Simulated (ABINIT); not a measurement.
# KBr (Fm-3m) in ABINIT: settings compared, part 2 of 2

ABINIT 10.8.3 (patched build). Earlier steps stand in the parts before.

**3. Equation of state, BLYP+D3**

The input, run.abi:

```
ndtset 7
getwfk -1
scalecart1 3*0.9795861087
scalecart2 3*0.9864848297
scalecart3 3*0.9932883884
scalecart4 3*1.0000000000
scalecart5 3*1.0066227096
scalecart6 3*1.0131594038
scalecart7 3*1.0196128224

pp_dirpath "./"
pseudos "Br.GGA_PBE-JTH.xml, K.GGA_PBE-JTH.xml"

acell 3*1.0 Angstrom
rprim
     0.0000000000     3.3000000000     3.3000000000
     3.3000000000     0.0000000000     3.3000000000
     3.3000000000     3.3000000000     0.0000000000
ntypat 2
znucl 35 19
natom 2
typat 1 2
xred
     0.5000000000     0.5000000000     0.5000000000
     0.0000000000     0.0000000000     0.0000000000

ecut 16.0
pawecutdg 32.0

kptopt 1
ngkpt 7 7 7
nshiftk 1
shiftk 0.0 0.0 0.0

ixc -106131
vdw_xc 6

nband 12
occopt 3
tsmear 0.05 eV

nstep 100
tolvrs 1.0e-9

iomode 3
prtwf 1
prtden 0
prteig 0
prtebands 0
enunit 2
```

Potentials or basis: JTH PAW PBE v2.0.

Run with:

```sh
$ abinit run.abi > log 2>&1
```

run.abo:

```text
.Version 10.8.3 of ABINIT
 DATASET    1 : space group Fm -3 m (#225); Bravais cF (face-center cubic)
================================================================================
 Values of the parameters that define the memory need for DATASET  1.
     intxc =       0    ionmov =       0      iscf =      17    lmnmax =      13
     lnmax =       5     mgfft =      32  mpssoang =       3    mqgrid =    3001
     natom =       2  nloc_mem =       2    nspden =       1   nspinor =       1
    nsppol =       1      nsym =      48    n1xccc =       1    ntypat =       2
    occopt =       3   xclevel =       2
       mpw =        1401          nfft =       32768          nkpt =          20
 PAW method is used; the additional fine FFT grid is defined by:
   mgfftf=        45    nfftf =     91125
================================================================================
================================================================================
[... 71 lines left out ...]
 DATASET    7 : space group Fm -3 m (#225); Bravais cF (face-center cubic)
[... 1507 lines left out ...]
                      -0.0000000000E+00 -0.0000000000E+00 -0.0000000000E+00
            fcart5    -0.0000000000E+00 -0.0000000000E+00 -0.0000000000E+00
                      -0.0000000000E+00 -0.0000000000E+00 -0.0000000000E+00
[... 38 lines left out ...]
                       0.0000000000E+00  0.0000000000E+00  0.0000000000E+00
           xangst1     3.2326341587E+00  3.2326341587E+00  3.2326341587E+00
                       0.0000000000E+00  0.0000000000E+00  0.0000000000E+00
           xangst2     3.2553999380E+00  3.2553999380E+00  3.2553999380E+00
                       0.0000000000E+00  0.0000000000E+00  0.0000000000E+00
           xangst3     3.2778516817E+00  3.2778516817E+00  3.2778516817E+00
                       0.0000000000E+00  0.0000000000E+00  0.0000000000E+00
           xangst4     3.3000000000E+00  3.3000000000E+00  3.3000000000E+00
                       0.0000000000E+00  0.0000000000E+00  0.0000000000E+00
           xangst5     3.3218549417E+00  3.3218549417E+00  3.3218549417E+00
                       0.0000000000E+00  0.0000000000E+00  0.0000000000E+00
           xangst6     3.3434260325E+00  3.3434260325E+00  3.3434260325E+00
                       0.0000000000E+00  0.0000000000E+00  0.0000000000E+00
           xangst7     3.3647223139E+00  3.3647223139E+00  3.3647223139E+00
                       0.0000000000E+00  0.0000000000E+00  0.0000000000E+00
             xred      5.0000000000E-01  5.0000000000E-01  5.0000000000E-01
                       0.0000000000E+00  0.0000000000E+00  0.0000000000E+00
 Calculation completed.
```

Run time: 84 s. Hardware: 1 thread of Intel Xeon Platinum 8488C (Sapphire Rapids), shared host; peak memory 0.15 GiB.

Results:

```
Equilibrium volume : 40.11 Å³/atom (rough: see the caveat)
Bulk modulus       : 12.2 GPa (rough)
```

Energy against volume, from the lowest point:
```
volume (Å³/atom)  energy (meV/atom)
          33.781              44.98
          34.500              33.33
          35.218              23.43
          35.937              15.24
          36.656               8.86
          37.374               3.75
          38.093               0.00
```

Caveat: pressures at fixed basis lie under the slope of the energies; the minimum lies outside the volumes run; the PAW data sets were made with another functional, which shifts forces and pressure a little.

**4. Band structure, LDA-PZ**

The input, run.abi:

```
ndtset 2

pp_dirpath "./"
pseudos "Br.LDA_PW-JTH.xml, K.LDA_PW-JTH.xml"

acell 4.6669047558 4.6669047558 4.6669047558 Angstrom
rprim
     0.0000000000     0.7071067812     0.7071067812
     0.7071067812     0.0000000000     0.7071067812
     0.7071067812     0.7071067812     0.0000000000
ntypat 2
znucl 35 19
natom 2
typat 1 2
xred
     0.5000000000     0.5000000000     0.5000000000
     0.0000000000     0.0000000000     0.0000000000

ecut 20.0
pawecutdg 40.0

ixc 2

occopt 3
tsmear 0.05 eV

nstep 100

iomode 3
prtwf 0
prteig 0
prtebands 0
prtden1 1

kptopt1 1
ngkpt1 7 7 7
nshiftk1 1
shiftk1 0.0 0.0 0.0
nband1 12
tolvrs1 1.0e-9

iscf2 -2
getden2 1
nband2 18
nbdbuf2 4
tolwfr2 1.0e-11
kptopt2 -9
ndivsm2 6
prteig2 1
prtvol2 -3
kptbounds2
     0.0000000000     0.0000000000     0.0000000000
     0.5000000000     0.0000000000     0.5000000000
     0.5000000000     0.2500000000     0.7500000000
     0.3750000000     0.3750000000     0.7500000000
     0.0000000000     0.0000000000     0.0000000000
     0.5000000000     0.5000000000     0.5000000000
     0.6250000000     0.2500000000     0.6250000000
     0.5000000000     0.2500000000     0.7500000000
     0.5000000000     0.5000000000     0.5000000000
     0.3750000000     0.3750000000     0.7500000000
```

Potentials or basis: JTH PAW LDA v2.0.

Run with:

```sh
$ abinit run.abi > log 2>&1
```

run.abo:

```text
.Version 10.8.3 of ABINIT
 DATASET    1 : space group Fm -3 m (#225); Bravais cF (face-center cubic)
================================================================================
 Values of the parameters that define the memory need for DATASET  1.
     intxc =       0    ionmov =       0      iscf =      17    lmnmax =      13
     lnmax =       5     mgfft =      36  mpssoang =       3    mqgrid =    3001
     natom =       2  nloc_mem =       2    nspden =       1   nspinor =       1
    nsppol =       1      nsym =      48    n1xccc =       1    ntypat =       2
    occopt =       3   xclevel =       1
       mpw =        2087          nfft =       46656          nkpt =          20
 PAW method is used; the additional fine FFT grid is defined by:
   mgfftf=        54    nfftf =    157464
================================================================================
================================================================================

 DATASET    2 : space group Fm -3 m (#225); Bravais cF (face-center cubic)
[... 1494 lines left out ...]
   0.17347    0.22999    0.24192    0.26977    0.30293    0.30921    0.35745    0.36816
   0.37977    0.45537

== END DATASET(S) ==============================================================
================================================================================

 -outvars: echo values of variables after computation  --------
            acell      8.8191718442E+00  8.8191718442E+00  8.8191718442E+00 Bohr
           etotal1    -4.2383667734E+01
            fcart1    -0.0000000000E+00 -0.0000000000E+00 -0.0000000000E+00
                      -0.0000000000E+00 -0.0000000000E+00 -0.0000000000E+00
            rprim      0.0000000000E+00  7.0710678120E-01  7.0710678120E-01
                       7.0710678120E-01  0.0000000000E+00  7.0710678120E-01
                       7.0710678120E-01  7.0710678120E-01  0.0000000000E+00
           strten1     5.4497306916E-05  5.4497306916E-05  5.4497306916E-05
                       0.0000000000E+00  0.0000000000E+00  0.0000000000E+00
           xangst      3.3000000000E+00  3.3000000000E+00  3.3000000000E+00
                       0.0000000000E+00  0.0000000000E+00  0.0000000000E+00
             xred      5.0000000000E-01  5.0000000000E-01  5.0000000000E-01
                       0.0000000000E+00  0.0000000000E+00  0.0000000000E+00
 Calculation completed.
```

Run time: 63 s. Hardware: 1 thread of Intel Xeon Platinum 8488C (Sapphire Rapids), shared host; peak memory 0.16 GiB.

Results:

```
Free energy                                           : -1153.3184 eV
Pressure                                              : -1.6 GPa
Band gap on the k mesh                                : 4.03 eV, direct
Band gap along the path                               : 4.03 eV, direct
Valence electrons inside the program's atomic spheres : Br 4.94; K 7.13
```

Levels at the corners of the path, in eV from the valence-band top:
| point | band 5 | band 6 | band 7 | band 8 | band 9 | band 10 | band 11 | band 12 |
| --- | --- | --- | --- | --- | --- | --- | --- | --- |
| Γ | -11.12 | 0.00 | 0.00 | 0.00 | 4.03 | 7.35 | 7.35 | 7.35 |
| X | -11.16 | -0.85 | -0.30 | -0.30 | 5.56 | 6.85 | 9.14 | 9.20 |
| W | -11.03 | -0.62 | -0.62 | -0.57 | 7.10 | 7.10 | 7.96 | 8.72 |
| K | -11.06 | -0.73 | -0.68 | -0.34 | 6.29 | 7.83 | 8.15 | 8.91 |
| Γ | -11.12 | 0.00 | 0.00 | 0.00 | 4.03 | 7.35 | 7.35 | 7.35 |
| L | -10.90 | -1.25 | -0.35 | -0.35 | 6.24 | 7.93 | 9.53 | 9.53 |
| U | -11.06 | -0.73 | -0.68 | -0.34 | 6.29 | 7.83 | 8.15 | 8.91 |
| W | -11.03 | -0.62 | -0.62 | -0.57 | 7.10 | 7.10 | 7.96 | 8.72 |
| L | -10.90 | -1.25 | -0.35 | -0.35 | 6.24 | 7.93 | 9.53 | 9.53 |
| K | -11.06 | -0.73 | -0.68 | -0.34 | 6.29 | 7.83 | 8.15 | 8.91 |

**5. Overview**

| task | level | potentials or basis | cutoff (eV) | fine-grid cutoff | gap on the mesh (eV) | pressure (GPa) |
| --- | --- | --- | --- | --- | --- | --- |
| band structure | revPBE | JTH PAW PBE v2.0 | 435 | 870.764 eV | 4.72 | 1.9 |
| equation of state | BLYP+D3 | JTH PAW PBE v2.0 | 435 | 870.764 eV | - | - |
| band structure | LDA-PZ | JTH PAW LDA v2.0 | 544 | 1088.46 eV | 4.03 | -1.6 |

Alike in all rows: no spin polarisation; cell as given; k mesh 7 × 7 × 7; smearing fermi-dirac 0.05 eV.

Caveats: the PAW data sets were made with another functional, which shifts forces and pressure a little (some runs); pressures at fixed basis lie under the slope of the energies (some runs); the minimum lies outside the volumes run (some runs).

Total energies depend on the potentials used, so only differences within one code and one set of settings carry meaning.
